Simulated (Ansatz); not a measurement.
Input of an Ansatz 0.2.0 run:

Contents of input.yaml:

```yaml
crystal:
  lattice:
    - [0.0, 1.9465, 1.9465]
    - [1.9465, 0.0, 1.9465]
    - [1.9465, 1.9465, 0.0]
  atoms:
    - { symbol: Pd, position: [0.0, 0.0, 0.0] }
hamiltonian:
  xc: pbe
  pseudopotentials: { kind: paw }
kpoints:
  mp_grid: { grid: [12, 12, 12] }
scf:
  occupations: { method: fermi_dirac, width: 0.05 }
basis:
  ecutwfc: "800 eV"
output:
  forces: true
  stress: true
  eigenvalues: true
```

Potentials or basis: Ansatz PAW.

Command:

```bash
$ ansatz run input.yaml --threads 2 --pin off --max-ram 5120MiB --backend cpu --events-out ev --progress --plain --runs-dir out
```

Problem. What does it give for the pressure?

Solution. 6.9 GPa.

Problem. Predict the band gap on the k mesh.

Solution. None (metal or under the smearing width).
